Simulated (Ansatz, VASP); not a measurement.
One calculation of Rh, two programs

```
CELL_PARAMETERS angstrom
-1.52200 1.52200 1.52200
1.52200 -1.52200 1.52200
1.52200 1.52200 -1.52200
ATOMIC_POSITIONS crystal
Rh 0.00000 0.00000 0.00000
```

Alike in both runs: functional r2SCAN; k mesh 26 × 26 × 26; occupations gaussian, width 0.1 eV; no spin polarisation.

Ansatz relaxed the structure, and its values are those at the end. VASP's run is a single point on that final structure, the one shown.

```csv
,VASP,Ansatz
version,VASP 6.6.1,Ansatz 0.2.0
potentials or method,"VASP PAW PBE potentials, release 64 (Rh_pv)","scalar-relativistic, plane waves, PAW"
plane-wave cutoff (eV),520,500
valence electrons in the cell,15,17
```

Ansatz gave:

```
gap on the k mesh at the Fermi level (eV) : none
pressure (GPa)                            : 0.0
```

Task: Estimate VASP's values.

Result: gap on the k mesh at the Fermi level (eV): none; pressure (GPa): 1.1.

A gap of «none» marks a metal or a gap that the smearing closes. The two sets of potentials don't hold the same shells in valence.

Caveats: the PAW data sets were made with another functional, which shifts forces and pressure a little (VASP).
